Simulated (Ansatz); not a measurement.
# Si: an energy map of one atom

The task, for Si: map the energy of atom 1 (Si) over a plane.

Program: Ansatz 0.2.0. Level of theory: DFT PBE, scalar-relativistic, plane waves, PAW. These are calculated values, not measurements.

### Step 1. The starting structure

The structure is cubic, space group Fd-3m (No. 227). Conventional cell: a = 5.431 Å, b = 5.431 Å, c = 5.431 Å, α = 90.00°, β = 90.00°, γ = 90.00°. Si (site symmetry -43m) is surrounded by 4 Si at 2.35 Å.

Structure file:

```cif
data_structure
_symmetry_space_group_name_H-M 'Fd-3m:1'
_symmetry_Int_Tables_number 227
_cell_length_a 5.4309
_cell_length_b 5.4309
_cell_length_c 5.4309
_cell_angle_alpha 90.000
_cell_angle_beta 90.000
_cell_angle_gamma 90.000
_cell_volume 160.19
loop_
_atom_site_label
_atom_site_type_symbol
_atom_site_symmetry_multiplicity
_atom_site_Wyckoff_symbol
_atom_site_fract_x
_atom_site_fract_y
_atom_site_fract_z
_atom_site_occupancy
Si1 Si 8 a 0.50000 0.00000 0.50000 1
```

No relaxation comes first: the listed cell is the starting point.

### Step 2. The reference cell

The reference gives a free energy of -1271.6142 eV, pressure 2.01 GPa, largest force 0.000 eV/Å and gap on the mesh 0.58 eV. It was computed beforehand with the settings of the runs below.

### Step 3. Next: an energy map of one atom

Atom 1 (Si) is moved by p along (0.000, 1.000, 0.000) and q along (0.000, 0.000, 1.000) (Å), all else fixed; its images in the other cells move with it. Points alike by symmetry are run once.

### Step 4. p = -0.450, q = -0.450

The input, input.yaml:

```yaml
crystal:
  lattice:
    - [0.0, 2.71547, 2.71547]
    - [2.71547, 0.0, 2.71547]
    - [2.71547, 2.71547, 0.0]
  atoms:
    - { symbol: Si, position: [0.3342828313, 0.5, 0.5] }
    - { symbol: Si, position: [0.75, 0.75, 0.75] }
basis:
  ecutwfc: 420
kpoints:
  mp_grid: { grid: [10, 10, 10] }
hamiltonian:
  xc: pbe
scf:
  occupations: { method: gaussian, width: 0.05 }
output:
  forces: true
  stress: true
  eigenvalues: true
```

Command:

```sh
$ ansatz run input.yaml --threads 1 --pin off --max-ram 2560MiB --backend cpu --events-out ev --progress --plain --runs-dir out
```

### Step 5. Point p = -0.450, q = 0.000

Edit input.yaml of step 4 so:

```diff
@@ -6,3 +6,3 @@
   atoms:
-    - { symbol: Si, position: [0.3342828313, 0.5, 0.5] }
+    - { symbol: Si, position: [0.4171414157, 0.5828585843, 0.4171414157] }
     - { symbol: Si, position: [0.75, 0.75, 0.75] }
```

### Step 6. p = -0.450, q = -0.225

Edit input.yaml of step 5 so:

```diff
@@ -6,3 +6,3 @@
   atoms:
-    - { symbol: Si, position: [0.4171414157, 0.5828585843, 0.4171414157] }
+    - { symbol: Si, position: [0.3757121235, 0.5414292922, 0.4585707078] }
     - { symbol: Si, position: [0.75, 0.75, 0.75] }
```

### Step 7. Point p = -0.225, q = 0.000

Edit input.yaml of step 6 so:

```diff
@@ -6,3 +6,3 @@
   atoms:
-    - { symbol: Si, position: [0.3757121235, 0.5414292922, 0.4585707078] }
+    - { symbol: Si, position: [0.4585707078, 0.5414292922, 0.4585707078] }
     - { symbol: Si, position: [0.75, 0.75, 0.75] }
```

### Step 8. p = -0.225, q = -0.225

Edit input.yaml of step 7 so:

```diff
@@ -6,3 +6,3 @@
   atoms:
-    - { symbol: Si, position: [0.4585707078, 0.5414292922, 0.4585707078] }
+    - { symbol: Si, position: [0.4171414157, 0.5, 0.5] }
     - { symbol: Si, position: [0.75, 0.75, 0.75] }
@@ -20 +20,5 @@
   eigenvalues: true
+  write_density: true
+  write_potential: true
+  elf: true
+  volumetric_format: npy
```

(Steps that only read results are left out.)

**Question.** What will these runs give? Wanted: highest point; lowest point away from the origin.

**Answer**, as computed:

```
                         quantity                                       value
                    highest point  2.664 eV/cell at (p, q) = (-0.450, -0.450)
lowest point away from the origin            0.330 eV/cell at (-0.225, 0.000)
```

In words: No computed point lies below the origin. Read as harmonic, the points at ±0.225 Å give force constants of 13.03 eV/Å² along p and 13.03 eV/Å² along q, so the site is nearly isotropic in this plane. The gap on the mesh runs from 0.00 to 0.58 eV over the map.

These are semilocal Kohn-Sham gaps, which aren't the measured quantity. Such gaps usually fall short of the measured ones.
